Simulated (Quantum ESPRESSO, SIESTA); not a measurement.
Given: the input of a run of Quantum ESPRESSO 7.5 on Sn. This isn't the form of Sn at room conditions, which is tetragonal (white tin).

Contents of pw.in:

```
&CONTROL
  calculation = 'scf'
  prefix = 'pwscf'
  outdir = './tmp'
  pseudo_dir = './pseudo'
  tprnfor = .true.
  tstress = .true.
  disk_io = 'low'
/
&SYSTEM
  ibrav = 0
  nat = 1
  ntyp = 1
  ecutwfc = 68
  ecutrho = 544
  nbnd = 13
  occupations = 'smearing'
  smearing = 'fd'
  degauss = 0.00367493
/
&ELECTRONS
  conv_thr = 2d-10
  electron_maxstep = 120
  mixing_beta = 0.5
/
ATOMIC_SPECIES
Sn   118.7100 sn_pbesol_v1.4.uspp.F.UPF
CELL_PARAMETERS angstrom
  -1.8946518192    1.8946518192    1.8946518192
   1.8946518192   -1.8946518192    1.8946518192
   1.8946518192    1.8946518192   -1.8946518192
ATOMIC_POSITIONS crystal
Sn     0.0000000000    0.0000000000    0.0000000000
K_POINTS automatic
10 10 10 0 0 0
```

pp_density.in

```
&INPUTPP
  prefix = 'pwscf'
  outdir = './tmp'
  filplot = 'density.dat'
  plot_num = 0
/
&PLOT
  nfile = 1
  filepp(1) = 'density.dat'
  iflag = 3
  output_format = 6
  fileout = 'density.cube'
/
```

File pp_potential.in:

```
&INPUTPP
  prefix = 'pwscf'
  outdir = './tmp'
  filplot = 'potential.dat'
  plot_num = 11
/
&PLOT
  nfile = 1
  filepp(1) = 'potential.dat'
  iflag = 3
  output_format = 6
  fileout = 'potential.cube'
/
```

Potentials or basis: GBRV 1.5 PBEsol.

Launch:

```bash
$ OMP_NUM_THREADS=1 mpirun -n 2 pw.x -nk 2 -in pw.in > pw.out
$ OMP_NUM_THREADS=1 mpirun -n 1 pp.x -in pp_density.in > pp_density.out
$ OMP_NUM_THREADS=1 mpirun -n 1 pp.x -in pp_potential.in > pp_potential.out
```

Question: Set up the same calculation for SIESTA 5.4.2. Potentials or basis there: files PseudoDojo sr-pbesol-0.4.1-standard, DZP (energy shift 0.003 Ry; two zetas on semicore shells).

Answer: As run (cutoffs and basis follow the program's own potentials, and thresholds, step limits or extra output files can differ):

Contents of Sn.fdf:

```
SystemName                      Sn
SystemLabel                     Sn
NumberOfSpecies                 1
NumberOfAtoms                   1
%block ChemicalSpeciesLabel
  1  50 Sn
%endblock ChemicalSpeciesLabel

LatticeConstant                 1.0 Ang
%block LatticeVectors
    -1.8946518192     1.8946518192     1.8946518192
     1.8946518192    -1.8946518192     1.8946518192
     1.8946518192     1.8946518192    -1.8946518192
%endblock LatticeVectors
AtomicCoordinatesFormat         Fractional
%block AtomicCoordinatesAndAtomicSpecies
     0.0000000000     0.0000000000     0.0000000000  1  Sn
%endblock AtomicCoordinatesAndAtomicSpecies

%block kgrid.MonkhorstPack
   10   0   0  0.0
    0  10   0  0.0
    0   0  10  0.0
%endblock kgrid.MonkhorstPack
XC.Functional                   GGA
XC.Authors                      PBEsol
PAO.BasisSize                   DZP
PAO.EnergyShift                 0.003 Ry
Mesh.Cutoff                     500 Ry
OccupationFunction              FD
ElectronicTemperature           0.05 eV
MaxSCFIterations                120
SCF.MustConverge                false
SCF.Mixer.Method                Pulay
SCF.Mixer.Weight                0.25
SCF.Mixer.History               8
SCF.DM.Tolerance                5.0e-05
SCF.H.Tolerance                 1.0e-03 eV
WriteForces                     true
Charge.Mulliken                 end
%block PAO.Basis
  Sn 4
  n=5 0 2
    6.406 0.000
  n=5 1 2
    8.599 0.000
  n=4 2 2
    3.767 0.000
  n=5 2 1
    8.599
%endblock PAO.Basis
```

Potentials or basis: PseudoDojo 0.4 standard (PBEsol files), converted to PSML, two zetas on semicore shells, DZP (energy shift 0.003 Ry; two zetas on semicore shells).

Command:

```sh
$ siesta < Sn.fdf > Sn.out 2>&1
```

Both were run:

|  | Quantum ESPRESSO | SIESTA |
| --- | --- | --- |
| Pressure | -2.4 GPa | -1.2 GPa |

Pressure is positive in compression.
